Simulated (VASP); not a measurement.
## Te: relaxation of cell and atoms with r2SCAN

The system is Te.

```
Te
1.0
     4.45400    0.00000    0.00000
    -2.22700    3.85728    0.00000
     0.00000    0.00000    5.92400
Te
3
Direct
  0.26900 0.00000 0.33333
  0.00000 0.26900 0.66667
  0.73100 0.73100 0.00000
```

```
Program                : VASP 6.6.1
Task                   : relaxation of cell and atoms
Functional             : r2SCAN
Potentials or basis    : VASP PAW PBE potentials, release 64 (Te)
Cutoff                 : 400 eV
k mesh                 : 9 × 9 × 6
Occupations            : gaussian, width 0.03 eV
Spin                   : no spin polarisation
Pressure (GPa)         : 0
Further INCAR settings : ALGO = Normal; EDIFF = 1e-06; IBRION = 2; EDIFFG = -0.003; NSW = 60; ISIF = 3
```

| Item | Value |
| --- | --- |
| Relaxed volume | 36.13 Å³/atom |
| Relaxed cell | a = 4.601 Å, b = 4.601 Å, c = 5.913 Å, α = 90.00°, β = 90.00°, γ = 120.00° |
| Space group after relaxing (to 0.05 Å) | P3_121 (No. 152) |
| Energy gained by relaxing | 7.1 meV/atom |
| Ionic steps | 13 |
| Pressure after relaxing | 0.0 GPa |
| Band gap on the k mesh | 0.53 eV, direct |

Step by step:
```
step  energy change (eV)  largest force (eV/Å)  pressure (GPa)  volume (Å³)
   1              0.0000                0.0596            0.90       101.78
   2             -0.0050                0.1885           -0.41       104.62
   3             -0.0058                0.1537           -0.06       103.83
   4             -0.0095                0.1325           -0.04       104.29
   5             -0.0174                0.0593            0.06       105.70
   6             -0.0179                0.1393            0.47       108.52
   7             -0.0204                0.0335            0.24       107.12
   8             -0.0195                0.0546           -0.47       109.51
   9             -0.0210                0.0004           -0.03       108.02
  10             -0.0213                0.0009           -0.02       108.22
  11             -0.0214                0.0010           -0.01       108.34
  12             -0.0213                0.0015            0.01       108.56
  13             -0.0214                0.0009            0.00       108.40
```

Final structure:
```
Te
1.0
     4.60073    0.00000    0.00000
    -2.30036    3.98435    0.00000
     0.00000    0.00000    5.91340
Te
3
Direct
  0.25554 0.00000 0.33333
  0.00000 0.25554 0.66667
  0.74446 0.74446 0.00000
```

Levels at points of the mesh, in eV from the valence-band top:
| k point | band 7 | band 8 | band 9 | band 10 | band 11 | band 12 |
| --- | --- | --- | --- | --- | --- | --- |
| (0.00, 0.00, 0.00) | -1.63 | -1.63 | -0.63 | 1.26 | 1.26 | 1.80 |
| (0.00, 0.00, 0.50) | -1.33 | -1.15 | -1.15 | 0.79 | 0.90 | 0.90 |

It took 17 min on 1 thread of Intel(R) Xeon(R) Platinum 8488C (Sapphire Rapids), on a shared host, peak memory 0.22 GiB.

Caveat: the PAW data sets were made with another functional, which shifts forces and pressure a little; spin-orbit coupling is left out, which moves the levels of the heavy elements; an odd mesh through Γ misses points on the zone boundary, where band edges often lie. Zero-point motion and thermal expansion aren't in these numbers.
